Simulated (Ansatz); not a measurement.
Ni:

```xyz
2
Lattice="2.4480 0.0000 0.0000 -1.2240 2.1201 0.0000 0.0000 0.0000 4.0728" Properties=species:S:1:pos:R:3 pbc="T T T"
Ni    1.2240    0.7067    3.0546
Ni    0.0000    1.4134    1.0182
```

This isn't the form of Ni at room conditions, which is fcc.

```yaml
Program: Ansatz 0.2.0
Task: relaxation of cell and atoms
Functional: PBE
Potentials_or_basis: Ansatz PAW
Cutoff: "420 eV (not typed: the program's choice for these potentials)"
k_mesh: 12 × 12 × 7
Occupations: fermi-dirac, width 0.05 eV
Spin: collinear spin, ferromagnetic start
Starting_moments: "[1.0, 1.0] μB"
```

At the start: volume 10.57 Å³/atom.

**Question.** How do energy, volume and symmetry change on relaxing?

**Answer.** It ends after 6 steps and the volume is 10.94 Å³/atom (+3.5 %); space group P6_3/mmc (No. 194, to 0.05 Å); moment 1.33 μB per cell.

Step by step:
| step | energy change (eV) | largest force (eV/Å) | volume (Å³) |
| --- | --- | --- | --- |
| 1 | 0.0000 | 0.0000 | 21.14 |
| 2 | -0.0129 | 0.0000 | 21.48 |
| 3 | -0.0184 | 0.0000 | 21.85 |
| 4 | -0.0185 | 0.0000 | 21.88 |
| 5 | -0.0185 | 0.0000 | 21.87 |
| 6 | -0.0187 | 0.0000 | 21.87 |

Final structure:
```xyz
2
Lattice="2.4890 0.0000 0.0000 -1.2445 2.1556 0.0000 0.0000 0.0000 4.0763" Properties=species:S:1:pos:R:3 pbc="T T T"
Ni    1.2445    0.7185    3.0573
Ni    0.0000    1.4371    1.0191
```

Caveat: the plane-wave basis is chosen anew once the cell has moved, so the energies of steps on either side of that aren't comparable.
